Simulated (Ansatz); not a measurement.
Runs of Ansatz 0.2.0 on SnO2 (Cassiterite). The structure is tetragonal, space group P4_2/mnm (No. 136). The conventional cell has a = 4.738 Å, b = 4.738 Å, c = 3.187 Å, α = 90.00°, β = 90.00°, γ = 90.00°. Around Sn (site symmetry mmm) lie 6 O at 2.05 to 2.06 Å. O (site symmetry m2m) has 3 Sn at 2.05 to 2.06 Å as nearest neighbours. 

```csv
task,level,cutoff (eV),basis error allowed,gap on the mesh (eV),pressure (GPa),V0 of scaled cells (Å³/atom),B0 (GPa),largest force (eV/Å)
equation of state,PBE,-,0.001 eV/atom,-,-,(a),(b),-
single point,PBE,412,0.001 eV/atom,1.29,11.0,-,-,0.27
equation of state,PBEsol,-,0.001 eV/atom,-,-,12.19,200,-
single point,PBEsol,412,0.001 eV/atom,1.19,4.7,-,-,0.21
band structure,PBEsol,381,0.002 eV/atom,1.19,4.7,-,-,0.21
```

Alike in all rows: potentials or basis all-electron LAPW, scalar-relativistic; no spin polarisation; cell as given; k mesh 6 × 6 × 8; smearing fermi-dirac 0.05 eV.

Q: Estimate the missing entries.

A: (a) 12.58; (b) 182.

Caveats: spin-orbit coupling is left out, which moves the levels of the heavy elements (some runs); the cell was scaled at fixed shape and fractional positions, which overstates the stiffness of a crystal with free parameters, most of all of layers and chains (some runs).

A k mesh can miss the band edges, and the runs leave out spin-orbit coupling on Sn.

Not every run made on this cell is shown here.
